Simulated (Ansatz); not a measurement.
**HgTe (Coloradoite): relaxation of cell and atoms with PBE+D4**

HgTe (Coloradoite):

```
Hg Te
1.0
     0.00000    3.21450    3.21450
     3.21450    0.00000    3.21450
     3.21450    3.21450    0.00000
Hg Te
1 1
Cartesian
  0.0000 0.0000 0.0000
  4.8217 4.8217 4.8217
```

| Quantity | Value |
| --- | --- |
| Program | Ansatz 0.2.0 |
| Task | relaxation of cell and atoms |
| Functional | PBE |
| Dispersion | D4 |
| Potentials or basis | Ansatz PAW |
| Cutoff | 420 eV (not typed: the program's choice for these potentials) |
| k mesh | 7 × 7 × 7 |
| Occupations | fermi-dirac, width 0.05 eV |
| Spin | no spin polarisation |

* Relaxed volume: 35.04 Å³/atom
* Relaxed cell: a = 4.628 Å, b = 4.628 Å, c = 4.628 Å, α = 60.00°, β = 60.00°, γ = 60.00°
* Space group after relaxing (to 0.05 Å): F-43m (No. 216)
* Energy gained by relaxing: 13.1 meV/atom
* Ionic steps: 5
* Pressure after relaxing: 0.0 GPa
* Band gap on the k mesh: none (metal or under the smearing width)

The path:
```csv
step,energy change (eV),largest force (eV/Å),volume (Å³)
1,0.0000,0.0000,66.43
2,-0.0166,0.0000,72.33
3,-0.0254,0.0000,70.31
4,-0.0255,0.0000,70.08
5,-0.0262,0.0000,70.08
```

Final structure:
```
Hg Te
1.0
     0.00000    3.27231    3.27231
     3.27231    0.00000    3.27231
     3.27231    3.27231    0.00000
Hg Te
1 1
Direct
  0.00000 0.00000 0.00000
  0.75000 0.75000 0.75000
```

Levels at points of the mesh, in eV from the Fermi level:
```tsv
k point	band 15	band 16	band 17	band 18	band 19	band 20	band 21	band 22
(0.00, 0.00, 0.00)	-6.70	-0.85	-0.04	-0.04	-0.04	4.27	4.27	4.27
```

It took 9.9 s on 2 threads of Arm Neoverse V1 (shared host), peak memory 0.36 GiB.

Caveat: the plane-wave basis is chosen anew once the cell has moved, so the energies of steps on either side of that aren't comparable; pairwise dispersion overbinds metals, which lowers pressure and volume. Zero-point motion and thermal expansion aren't in these numbers.
